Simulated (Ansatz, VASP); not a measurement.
**One calculation of Mg, two programs**

INCAR

```
SYSTEM = Mg
ALGO = Normal
EDIFF = 1E-6
EDIFFG = -0.01
ENCUT = 600
GGA = RP
IBRION = 2
ISIF = 3
ISMEAR = -1
LASPH = .TRUE.
LCHARG = .FALSE.
LREAL = .FALSE.
LWAVE = .FALSE.
NELM = 100
NSW = 80
PREC = Accurate
SIGMA = 0.1
```

The input KPOINTS:

```
k-points
0
G
  5 5 5
  0 0 0
```

The input POSCAR:

```
Mg
1.0
    5.7071978321      0.0000000000      0.0000000000
    0.0000000000      5.7071978321      0.0000000000
    0.0000000000      0.0000000000      5.7071978321
Mg
8
Direct
    0.0000000000      0.0000000000      0.0000000000
    0.5000000000      0.5000000000      0.5000000000
    0.2500000000      0.0000000000      0.5000000000
    0.7500000000      0.0000000000      0.5000000000
    0.5000000000      0.2500000000      0.0000000000
    0.5000000000      0.7500000000      0.0000000000
    0.0000000000      0.5000000000      0.2500000000
    0.0000000000      0.5000000000      0.7500000000
```

Input for Ansatz:

```yaml
crystal:
  lattice:
    - [5.7071978321, 0.0, 0.0]
    - [0.0, 5.7071978321, 0.0]
    - [0.0, 0.0, 5.7071978321]
  atoms:
    - { symbol: Mg, position: [0.0, 0.0, 0.0] }
    - { symbol: Mg, position: [0.5, 0.5, 0.5] }
    - { symbol: Mg, position: [0.25, 0.0, 0.5] }
    - { symbol: Mg, position: [0.75, 0.0, 0.5] }
    - { symbol: Mg, position: [0.5, 0.25, 0.0] }
    - { symbol: Mg, position: [0.5, 0.75, 0.0] }
    - { symbol: Mg, position: [0.0, 0.5, 0.25] }
    - { symbol: Mg, position: [0.0, 0.5, 0.75] }
hamiltonian:
  xc: rpbe
  pseudopotentials:
    kind: paw
    azcp:
      Mg: "pseudopotentials/Mg.paw.azcp"
basis:
  ecutwfc: 420
  fft_grid_basis: typed
kpoints:
  mp_grid: { grid: [5, 5, 5], shift: [0, 0, 0] }
magnetization:
  spin_polarized: false
scf:
  occupations: { method: fermi_dirac, width: 0.1 }
relax:
  max_steps: 60
  f_tol: 0.01
  cell: {}
```

The cell was built by a generator and needn't be a form met in nature.

Alike in both runs: task relaxation of cell and atoms; functional RPBE; k mesh 5 × 5 × 5; occupations fermi-dirac, width 0.1 eV; no spin polarisation.

|  | VASP | Ansatz |
| --- | --- | --- |
| version | VASP 6.6.1 | Ansatz 0.2.0 |
| potentials or method | VASP PAW PBE potentials, release 64 (Mg) | plane waves (420 eV) with PAW, scalar-relativistic |
| plane-wave cutoff (eV) | 600 | 420 |
| valence electrons in the cell | 16 | 80 |

|  | VASP | Ansatz | Ansatz less VASP |
| --- | --- | --- | --- |
| relaxed volume (Å³/atom) | 24.13 | 24.24 | +0.115 |
| relaxed cell length with the largest relative difference (Å) | 5.779 | 5.789 | +0.0092 |
| energy change over the relaxation (meV/atom) | -3 | -5 | -1.1 |

The two sets of potentials don't hold the same shells in valence.

Caveats: the PAW data sets were made with another functional, which shifts forces and pressure a little (VASP).
